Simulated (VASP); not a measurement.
# Ge: relaxation of cell and atoms with r2SCAN

Crystal: Ge.

```
Ge
1.0
     0.00000    2.82891    2.82891
     2.82891    0.00000    2.82891
     2.82891    2.82891    0.00000
Ge
2
Direct
  0.00000 0.00000 0.00000
  0.25000 0.25000 0.25000
```

| Quantity | Value |
| --- | --- |
| Program | VASP 6.6.1 |
| Task | relaxation of cell and atoms |
| Functional | r2SCAN |
| Potentials or basis | VASP PAW PBE potentials, release 64 (Ge_d) |
| Cutoff | 600 eV |
| k mesh | 10 × 10 × 10 |
| Occupations | gaussian, width 0.03 eV |
| Spin | no spin polarisation |
| Further INCAR settings | ALGO = Normal; EDIFF = 1e-06; IBRION = 2; EDIFFG = -0.01; NSW = 90; ISIF = 3 |

```json
{"Relaxed volume": "22.87 Å³/atom", "Relaxed cell": "a = 4.014 Å, b = 4.014 Å, c = 4.014 Å, α = 60.00°, β = 60.00°, γ = 60.00°", "Space group after relaxing (to 0.05 Å)": "Fd-3m (No. 227)", "Energy gained by relaxing": "0.5 meV/atom", "Ionic steps": "3", "Pressure after relaxing": "0.0 GPa", "Band gap on the k mesh": "0.31 eV, direct"}
```

Step by step:
```tsv
step	energy change (eV)	largest force (eV/Å)	pressure (GPa)	volume (Å³)
1	0.0000	0.0000	0.75	45.28
2	-0.0008	0.0000	-0.27	45.98
3	-0.0011	0.0000	0.00	45.73
```

Final structure:
```xyz
2
Lattice="0.0000 2.8384 2.8384 2.8384 0.0000 2.8384 2.8384 2.8384 0.0000" Properties=species:S:1:pos:R:3 pbc="T T T"
Ge    0.0000    0.0000    0.0000
Ge    1.4192    1.4192    1.4192
```

Levels at points of the mesh, in eV from the valence-band top:
| k point | band 11 | band 12 | band 13 | band 14 | band 15 | band 16 | band 17 | band 18 |
| --- | --- | --- | --- | --- | --- | --- | --- | --- |
| (0.00, 0.00, 0.00) | -13.23 | 0.00 | 0.00 | 0.00 | 0.31 | 2.71 | 2.71 | 2.71 |
| (0.50, 0.00, 0.00) | -11.06 | -7.82 | -1.47 | -1.47 | 0.41 | 3.99 | 3.99 | 7.65 |
| (0.50, 0.50, 0.00) | -9.18 | -9.18 | -3.19 | -3.19 | 0.99 | 0.99 | 10.02 | 10.02 |

Wall time 3.6 min on 1 thread of Intel(R) Xeon(R) Platinum 8488C (Sapphire Rapids), with other jobs on the host, peak memory 0.21 GiB.

Caveat: the PAW data sets were made with another functional, which shifts forces and pressure a little. r2SCAN opens gaps a little over a GGA but as a rule still falls short of measured ones.
